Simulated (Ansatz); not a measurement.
# From a trial cell to the properties of CdS

**What was measured.** A cell as deposited of hexagonal CdS (space group P6_3mc), temperature not stated, from the Crystallography Open Database (1993, doi:10.1103/PhysRevB.48.4335), has a, c = 4.137, 6.714 Å and 24.88 Å³/atom.

“Isotope dependence of band-gap energy”, 2008, arxiv:0807.2152 quotes, for a bulk crystal of CdS: band gap 2.5809 ± 0.0002 eV.

The computed numbers are results of PBE, scalar-relativistic (no spin polarisation) in the plane-wave PAW code Ansatz at 420 eV, Γ-centred 10×10×6 mesh, 0.05 eV Gaussian smearing; PAW files: Ansatz's generated set soft_2.

The chain of runs began from a cell as deposited in COD, expanded in volume.

The first cell, 1 % over the database's volume:

```cif
data_structure
_symmetry_space_group_name_H-M 'P 1'
_symmetry_Int_Tables_number 1
_cell_length_a 4.1485
_cell_length_b 4.1485
_cell_length_c 6.7714
_cell_angle_alpha 90.000
_cell_angle_beta 90.000
_cell_angle_gamma 120.000
_cell_volume 100.93
loop_
_atom_site_label
_atom_site_type_symbol
_atom_site_fract_x
_atom_site_fract_y
_atom_site_fract_z
_atom_site_occupancy
Cd1 Cd 0.33333 0.66667 0.00000 1
Cd2 Cd 0.66667 0.33333 0.50000 1
S1 S 0.33333 0.66667 0.38500 1
S2 S 0.66667 0.33333 0.88500 1
```

The runs in order:

```
run  level   k-mesh                    kind  V (Å³/atom)  P (GPa)  E − E(final) (meV/atom)  gap on the mesh (eV)
  1    PBE  10×10×6  cell and atoms relaxed        26.04      0.0                      0.0                  1.11
```

Cell and atoms are those of this level's equilibrium.

The final structure (symmetry read at 0.01 Å). Symmetry: P6_3mc, No. 186, hexagonal system. Conventional cell: a = 4.197 Å, b = 4.197 Å, c = 6.828 Å, α = 90.00°, β = 90.00°, γ = 120.00°. Cd (site symmetry 3m) is surrounded by 4 S at 2.57 Å. S (site symmetry 3m) has 4 Cd at 2.57 Å as nearest neighbours. (Neighbours are counted to 15 % beyond the shortest distance.)

- At the final geometry the gap, band path included, is 1.11 eV.
- The equation of state gives B0 = 53 GPa and B0′ = 4.6.
- Against the elements' standard states, run alike and uncorrected, the formation energy is -0.66 eV/atom.
- The runs in the table took roughly 1.7 core-minutes.

**Reading the result.**

Within 0.6 eV of the edges the projected states are 93 % S 3p at the top of the valence band and 59 % Cd 5s at the bottom of the conduction band. The lowest excitation takes an electron from S back to Cd, as in polar semiconductors.

**Against experiment.** PBE gives 4.197, 6.828 Å and 26.04 Å³/atom, +4.7 % in volume (+1.5 % in length) from the database's cell. PBE usually overestimates volumes by a few per cent. The static lattice also lacks zero-point motion and thermal expansion, roughly 0.9 to 2.2 % in volume at 300 K (room temperature assumed) by Grüneisen's rule, γ·3k_BT/(B0·V0) with γ of 1 to 2.5, so its own overestimate is larger than the figure. A measured gap of CdS is 2.5809 eV (quoted in “Isotope dependence of band-gap energy”, 2008, arxiv:0807.2152); the calculated 1.11 eV misses it by -1.47 eV. So large a miss can be the level of theory's own, or it may mean another phase, state or a wrong row. 2 values of this kind are on record (2.44 to 2.5809 eV); this one was drawn at random, those with a stated uncertainty first. Kohn–Sham gaps of semilocal functionals mostly fall below measured ones. Temperature and excitons aren't in the calculation.

Kohn–Sham gaps of semilocal functionals lie under measured ones, often by a third or more.
